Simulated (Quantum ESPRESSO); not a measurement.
Runs of Quantum ESPRESSO 7.5 on Sb. The structure is tetragonal, space group I4/mmm (No. 139). Conventional cell: a = 3.153 Å, b = 3.153 Å, c = 5.424 Å, α = 90.00°, β = 90.00°, γ = 90.00°. Sb (site symmetry 4/mmm) is surrounded by 12 Sb at 3.15 to 3.51 Å. This isn't the form of Sb at room conditions, which is rhombohedral.

| task | level | potentials or basis | cell | k mesh | cutoff (eV) | SCF threshold | form of the LDA correlation | symmetry | gap on the mesh (eV) | pressure (GPa) | V0 of scaled cells (Å³/atom) | B0 (GPa) |
| --- | --- | --- | --- | --- | --- | --- | --- | --- | --- | --- | --- | --- |
| single point | PBEsol | GBRV 1.5 PBEsol | as given | 12 × 12 × 12 | 612 | 2e-10 Ry | - | - | none | -1.4 | - | - |
| band structure | LDA | GBRV 1.5 LDA | as given | 12 × 12 × 12 | 612 | 2e-10 Ry | PZ81 | - | none | (c) | - | - |
| equation of state | PBEsol | GBRV 1.5 PBEsol | as given | 12 × 12 × 12 | 612 | 2e-10 Ry | - | - | - | - | 26.49 | (a) |
| band structure | PBEsol | GBRV 1.5 PBEsol | as given | 12 × 12 × 12 | 612 | 2e-10 Ry | - | - | none | -1.4 | - | - |
| band structure | r2SCAN | SG15 PBE 1.2 | as given | 9 × 9 × 9 | 952 | 1e-08 Ry | - | off | none | (b) | - | - |
| single point | PBEsol | GBRV 1.5 PBEsol | cell strained at random at fixed volume | 12 × 12 × 12 | 612 | 2e-10 Ry | - | - | none | -1.5 | - | - |
| equation of state | LDA | GBRV 1.5 LDA | as given | 12 × 12 × 12 | 612 | 2e-10 Ry | PZ81 | - | - | - | 26.03 | 71 |
| equation of state | r2SCAN | SG15 PBE 1.2 | as given | 8 × 8 × 8 | 952 | 1e-08 Ry | - | off | - | - | 26.90 | 63 |

Alike in all rows: no spin polarisation; smearing fermi-dirac 0.05 eV.

Q: Fill in the values left out.

A: (a) 68; (b) 0.1; (c) -2.6.

Caveats: spin-orbit coupling is left out, which moves the levels of the heavy elements (some runs); the cell was scaled at fixed shape and fractional positions, which overstates the stiffness of a crystal with free parameters, most of all of layers and chains (some runs); the potentials were made for another functional, which shifts forces and pressure (some runs); some levels on the path didn't converge (some runs).

A k mesh can miss the band edges, and the runs leave out spin-orbit coupling on Sb.

A gap of «none» marks a metal or a gap under the smearing width.
